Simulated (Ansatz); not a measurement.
InSb (F-43m), an elastic constant from a strain scan

The calculation used DFT PBEsol, scalar-relativistic, plane waves, PAW (Ansatz 0.2.0). Cutoff 420 eV, Γ-centred 16×16×16 k-points, Gaussian smearing of 0.15 eV. No spin polarisation. Energies are free energies at this smearing, counted from the undisturbed cell; pressure is positive in compression.

Zero of the scan (relaxed at this level):

```
CELL_PARAMETERS angstrom
0.00000 3.25993 3.25993
3.25993 0.00000 3.25993
3.25993 3.25993 0.00000
ATOMIC_POSITIONS crystal
In 0.00000 0.00000 0.00000
Sb 0.75000 0.75000 0.75000
```

The cell is strained by ε times the Voigt pattern (1, 1, 0, 0, 0, 0) (xx, yy, zz, yz, xz, xy; engineering shear) with fractional coordinates fixed. The cell holds 2 atoms in V0 = 69.29 Å³. The stress column is τ = (1/V0) dE/dε, got from the stress tensor σ (compression positive) at each point as −det(1 + εP) σ : P(1 + εP)⁻¹, with P the pattern as a tensor.

```
      ε  ΔE (meV/atom)  τ (GPa)
-0.0200              ?        ?
-0.0100          2.012   -1.926
 0.0000          0.000    0.042
 0.0050          0.549    0.970
 0.0150          4.564    2.721
```

Which combination of elastic constants does this scan measure, and how large is it?

For small ε, τ = τ0 + Kε with K = pᵀCp, which for this pattern is 2(C11 + C12) in the cubic axes. The parabola through τ at ε = -0.0100, 0 and 0.0050 has slope K = 189 GPa at zero. The energies per cell, E = NΔE, of the same two points give K = 2[E(ε₊)/ε₊ − E(ε₋)/ε₋]/[(ε₊ − ε₋)V0] = 192 GPa, in agreement.

Predict the withheld row at ε = -0.0200 from the harmonic law, and compare.

ΔE = V0(τ0 ε + Kε²/2)/N = 8.007 meV/atom and τ = -3.75 GPa. The calculation gives 8.447 meV/atom and -4.05 GPa: the energy lies 5 % above the harmonic value, as bonds stiffen under compression.

In a metal these slopes depend on the k mesh and the smearing.